The Quantum ESPRESSO row stands apart from the other two PBE rows. With the PBE functional it puts a thallium cell under 3.01 GPa, where VASP and the program Ansatz, with the same functional, k mesh and smearing, find 3.36 and 3.38 GPa. The three runs differ in the potentials that stand for the ion cores and in the basis for the orbitals, and these are the likely source of the gap. Nothing here shows which program is closest to the exact PBE result, but the gap is useful, because it shows how much a pressure may move when only the program and its potentials change: here by almost 0.4 GPa.

Kohn-Sham DFT of hexagonal thallium (P6_3/mmc, 2 atoms per cell, 28.57 Å³/atom) in VASP, Ansatz and Quantum ESPRESSO, at one fixed geometry, without spin polarization or dispersion correction. The basis column gives the plane-wave cutoff. Pressures are for the static lattice, positive in compression, and leave out Ansatz's Pulay correction. The k meshes and cutoffs are usual working values, not converged limits, so differences between rows also hold the basis and potential errors of each run.

```
method    rung           program                                        potentials   basis  spin orbit             k mesh                 smearing  pressure (GPa)
   LDA     LDA              VASP  VASP PAW LDA potentials, recommended, release 54  520 eV          no  9x9x5 2-atom cell           gaussian 0.1eV          -1.510
   PBE     GGA            Ansatz                                        Ansatz PAW  420 eV          no  9x9x5 2-atom cell       Fermi Dirac 0.05eV           3.380
   PBE     GGA              VASP              VASP PAW PBE potentials, recommended  520 eV          no  9x9x5 2-atom cell       Fermi Dirac 0.05eV           3.360
   PBE     GGA  Quantum ESPRESSO                           SSSP 1.3 efficiency PBE  748 eV          no  9x9x5 2-atom cell       Fermi Dirac 0.05eV           3.010
PBEsol     GGA              VASP                VASP PAW PBE potentials, gw, light  550 eV          no  9x9x5 2-atom cell          gaussian 0.02eV           0.110
PBEsol     GGA              VASP              VASP PAW PBE potentials, recommended  520 eV          no  9x9x5 2-atom cell          gaussian 0.02eV           0.170
  PBE0  hybrid            Ansatz                                        Ansatz PAW  420 eV         yes  5x5x3 2-atom cell  methfessel paxton 0.1eV           1.300
```

A positive pressure means that the method would like a larger cell than the one it was given, and a negative pressure a smaller one. For small changes the pressure translates into volume by

ΔV/V ≈ P/B

where P is the pressure, V the volume of the given cell, ΔV the change that would remove the pressure, and B the bulk modulus, roughly 36 GPa for thallium (a recalled value). The spread among programs then amounts to about 1% in volume. PBE itself asks for a cell 8 to 9% larger, a rough figure because the metal softens as it expands.

The choice of functional matters much more than the choice of program. Within VASP the pressure rises from −1.51 GPa with LDA to 0.17 GPa with PBEsol and 3.36 GPa with PBE. Even the smaller of these two steps is over four times the spread among programs. The smearing changes along with the functional, and the LDA run has potentials of its own, so the steps are not pure functional effects, and these runs don't show how much the settings add.

Two limiting cases make the order plausible. If a metal could be squeezed until its electron density was uniform, the density would have no gradient, and PBE and PBEsol would give the same energy as LDA. A real crystal keeps its cores, but the density between its atoms moves towards this limit on compression. In atoms pulled far apart, the density falls off steeply in the outer tails, and the gradient term in the exchange energy lowers the energy there. That term therefore favours separated atoms over the crystal, weakens the bonding and pushes the cell outward. PBEsol has a weaker exchange gradient term than PBE, so it pushes less.

This argument can be turned into an estimate. The strength of the exchange gradient term at small gradients is set by a coefficient, 10/81 in PBEsol and about 0.22 in PBE, a ratio of 0.56; in LDA it is zero. If the pressure followed this coefficient alone, PBEsol would lie 56% of the way from LDA to PBE:

P(PBEsol) ≈ −1.51 + 0.56 × (3.36 + 1.51) ≈ 1.2 GPa

The LDA and PBE rows of VASP fix the two ends, and the PBEsol row serves as the test. The order comes out right, but the estimate is about 1 GPa too high.

Correlation offers a reason for the miss. Its gradient term raises the energy where the density varies strongly, so it favours the compact crystal and works against exchange. PBEsol keeps about 69% of PBE's correlation coefficient but only 56% of its exchange coefficient. The inward pull is thus weakened less than the outward push, and if the pressure is linear in both coefficients, PBEsol falls below the simple estimate. This would explain the direction of the miss. Its size remains untested, and part of the miss may come from the narrower smearing of the PBEsol run. The exchange term isn't really linear either, since it levels off where the gradient is large. But this holds PBE back more than PBEsol, so by itself it would put PBEsol above the simple estimate, while the run lies below it. Levelling off thus makes the miss smaller than it would otherwise be and can't be its cause. Correlation and whatever else lowers PBEsol must outweigh it, and so account for more than the 1 GPa that is seen.

PBEsol comes closest to zero pressure, but whether zero is the right target depends on where the cell comes from, which the table doesn't say. Suppose that it was measured at ambient pressure; then the temperature of the measurement matters. In the cold limit the atoms hardly move, and a good functional should give a static pressure near zero. In a warm crystal the vibrations push outward with a pressure of about 3γkT/V, where k is Boltzmann's constant, T the temperature, V now the volume per atom and γ, roughly 2.2, tells how fast the vibrations soften on expansion. At room temperature this is about 1 GPa, and the static pressure of a perfect method would have to be about −1 GPa to balance it.

The ranking of LDA and PBEsol turns on this point. Against a cold cell PBEsol is clearly better, but against a room-temperature cell LDA would miss by about 0.6 GPa and PBEsol by about 1.1 GPa. The two change places when the thermal pressure passes 0.67 GPa. PBE gains nothing from the correction, since its pressure is too high in either case.

A small average pressure also doesn't mean that the shape of the cell is right. In the PBEsol run with the recommended potential, the stress is −0.06 GPa in the hexagonal plane and 0.62 GPa along the c axis. Counted with its sign, the stress along c is the higher one in every row, so each method would most likely also change the ratio of the two cell edges. The difference between the two directions is smaller with PBEsol than with either LDA or PBE, although its pressure lies between theirs. The narrower smearing on the same k mesh may be part of the reason, so this difference should be checked on a finer mesh. For lattice constants, as opposed to density, the cell must be relaxed in both directions.

PBE0 stands on the highest rung of the table, yet its 1.30 GPa can't be credited to better exchange. Compared with PBE in the same program the pressure falls by 2.08 GPa, but the run also adds spin-orbit coupling, uses a coarser k mesh and changes the smearing. Unscreened exact exchange, as in PBE0, also describes metals poorly near the Fermi energy and converges slowly with the k mesh. Thallium is heavy enough for spin-orbit coupling to matter, and no other row includes it. If it causes part of the fall, the LDA and PBEsol pressures may need a similar correction.

The cost follows from what each method has to compute. LDA, PBEsol and PBE differ only in a formula worked out point by point from the density and, for the last two, its gradient, and they cost about the same, so there is no saving in choosing the worse one. Exact exchange in PBE0 couples every k point with every other, and the work grows with the square of their number. Before symmetry is used, the 9×9×5 mesh has about 29 times as many pairs as the 5×5×3 mesh. Spin-orbit coupling gives each orbital two components and makes any of these methods several times dearer.

For a density good to a few percent, the runs without spin-orbit coupling favour PBEsol or LDA over PBE, provided that the cell was measured at ambient pressure and that this coupling shifts the pressure only a little. For a density good to 1%, the k mesh and smearing, the program and its potentials, the thermal pressure and spin-orbit coupling all have to be checked. At room temperature the thermal pressure alone comes to nearly 3% in volume, and each of the others may also reach the error allowed. The first extra run to pay for is PBEsol with spin-orbit coupling, on the same mesh and with the same smearing as the run without it. It costs far less than a hybrid on a fine mesh and would show how large the spin-orbit part is, and so roughly how much of the fall from PBE to PBE0 is left for exact exchange, the coarser mesh and the smearing. The analysis printed below gives the steps, the volume changes and the thermal estimate for each row.

Output of the analysis:

```
Step from LDA to PBEsol in VASP (GPa): 1.68
Step from PBEsol to PBE in VASP (GPa): 3.19
Spread of three programs at PBE (GPa): 0.37
Quantum ESPRESSO less VASP at PBE (GPa): -0.35
Smaller functional step over program spread: 4.541
PBEsol recommended less GW potential (GPa): 0.06
PBE0 with spin-orbit less PBE in Ansatz (GPa): -2.08
Program spread as volume (percent): 1.028
Estimated thermal pressure at 300 K (GPa): 0.9568
Thermal pressure above which LDA is closer than PBEsol (GPa): 0.67
PBEsol position between LDA and PBE found (fraction): 0.345
PBEsol position expected from exchange gradient alone (fraction): 0.5612
PBEsol share of the PBE correlation gradient coefficient (fraction): 0.6866
PBEsol pressure expected from exchange gradient alone (GPa): 1.223
Miss of that estimate (GPa): 1.053
Ratio of k-point pairs 9x9x5 over 5x5x3 without symmetry: 29.16
Use of the pressures:
     row  volume change wanted (percent)  mean length change (percent)  pressure with thermal part (GPa)  stress along c less in plane (GPa)
     LDA                          -4.194                        -1.398                           -0.5532                               1.129
     PBE                           9.389                          3.13                             4.337                               1.372
     PBE                           9.333                         3.111                             4.317                               1.365
     PBE                           8.361                         2.787                             3.967                               1.351
  PBEsol                          0.3056                        0.1019                             1.067                               0.676
  PBEsol                          0.4722                        0.1574                             1.127                               0.675
    PBE0                           3.611                         1.204                             2.257                               0.955
```
